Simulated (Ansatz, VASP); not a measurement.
## One calculation of SiO2, two programs

```xyz
6
Lattice="4.2362 0.0000 0.0000 0.0000 4.2362 0.0000 0.0000 0.0000 2.6906" Properties=species:S:1:pos:R:3 pbc="T T T"
Si    0.0000    0.0000    0.0000
Si    2.1181    2.1181    1.3453
O     1.3005    1.3005    0.0000
O     0.8177    3.4186    1.3453
O     2.9358    2.9358    0.0000
O     3.4186    0.8177    1.3453
```

Alike in both runs: functional PBE; k mesh 6 × 6 × 8; occupations gaussian, width 0.02 eV; no spin polarisation.

Ansatz relaxed the structure, and its values are those at the end. VASP's run is a single point on that final structure, the one shown.

```csv
,VASP,Ansatz
version,VASP 6.6.1,Ansatz 0.2.0
potentials or method,"VASP PAW PBE potentials, release 64 (Si, O)","scalar-relativistic, plane waves, PAW"
plane-wave cutoff (eV),520,420
valence electrons in the cell,32,32
```

|  | VASP | Ansatz | Ansatz less VASP |
| --- | --- | --- | --- |
| gap on the k mesh at the Fermi level (eV) | 5.02 | 5.04 | +0.015 |
| least direct gap on the mesh (eV) | 5.02 | 5.04 | +0.015 |
| pressure (GPa) | 0.1 | 0.0 | -0.13 |
| rms of the force components (eV/Å) | 0.008 | 0.000 | -0.0081 |

A k mesh can miss the band edges.
